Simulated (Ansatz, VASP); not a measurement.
Two plane-wave programs on BN

```xyz
4
Lattice="2.5040 0.0000 0.0000 -1.2520 2.1685 0.0000 0.0000 0.0000 6.6612" Properties=species:S:1:pos:R:3 pbc="T T T"
B    -0.0125    1.4240    1.6653
B     1.2395    0.7012    4.9959
N     0.0000    1.4457    4.9959
N     1.2520    0.7228    1.6653
```

Change from the starting cell: all B atoms moved +0.025 Å, as atom 1 towards its neighbour atom 1 (B) at 2.504 Å.

Alike in both runs: task single point; functional PBE; dispersion D3(BJ); k mesh 12 × 12 × 4; occupations gaussian, width 0.05 eV; no spin polarisation.

|  | VASP | Ansatz |
| --- | --- | --- |
| version | VASP 6.6.1 | Ansatz 0.2.0 |
| potentials or method | VASP PAW PBE potentials, release 64 (B, N) | scalar-relativistic, plane waves, PAW |
| plane-wave cutoff (eV) | 520 | 420 |
| valence electrons in the cell | 16 | 16 |

VASP gave:

```
gap on the k mesh at the Fermi level (eV)       : 4.27
least direct gap on the mesh (eV)               : 4.65
pressure (GPa)                                  : 0.9
largest component of the traceless stress (GPa) : 1.29
rms of the force components (eV/Å)              : 0.597
```

Which values does Ansatz return?

gap on the k mesh at the Fermi level (eV): 4.28; least direct gap on the mesh (eV): 4.66; pressure (GPa): 0.9; largest component of the traceless stress (GPa): 1.08; rms of the force components (eV/Å): 0.599.

Atom by atom the forces differ by 0.002 eV/Å (rms over components).

Caveats: forces of over 1 eV/Å show positions far from the minimum, so gaps and moduli don't describe the material at rest. A k mesh can miss the band edges.
